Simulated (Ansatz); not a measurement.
# CdS: the cost of one run

Computed with Ansatz 0.2.0 (DFT PBEsol, scalar-relativistic, plane waves, PAW, unless a step's input says otherwise).

## 1. Starting point

The structure is trigonal, space group P3m1 (No. 156). The conventional cell has a = 4.261 Å, b = 4.261 Å, c = 5.804 Å, α = 90.00°, β = 90.00°, γ = 120.00°. Cd (site symmetry 3m) is surrounded by 3 S at 2.46 Å. Around S (site symmetry 3m) lie 3 Cd at 2.46 Å.

Structure file:

```
Cd S
1.0
     4.26117    0.00000    0.00000
    -2.13058    3.69028    0.00000
     0.00000    0.00000    5.80417
Cd S
1 1
Cartesian
  0.0000 0.0000 2.5695
  2.1306 1.2301 2.5208
```

Source of the structure: the Materials Project (structure only).

## 2. A first look at the start

input.yaml

```yaml
crystal:
  lattice:
    - [4.2611695877, 0.0, 0.0]
    - [-2.1305847939, 3.6902811128, 0.0]
    - [0.0, 0.0, 5.80417294]
  atoms:
    - { symbol: Cd, position: [0.0, 0.0, 0.44269192] }
    - { symbol: S, position: [0.66666667, 0.33333333, 0.43430808] }
basis:
  ecutwfc: 420
kpoints:
  mp_grid: { grid: [6, 6, 4] }
hamiltonian:
  xc: pbesol
scf:
  occupations: { method: gaussian, width: 0.1 }
output:
  forces: true
  stress: true
  eigenvalues: true
```

Q: Estimate wall time and peak memory on 1 thread of an Arm CPU, shared host.

About 3.2 s, with a peak of 0.33 GiB.
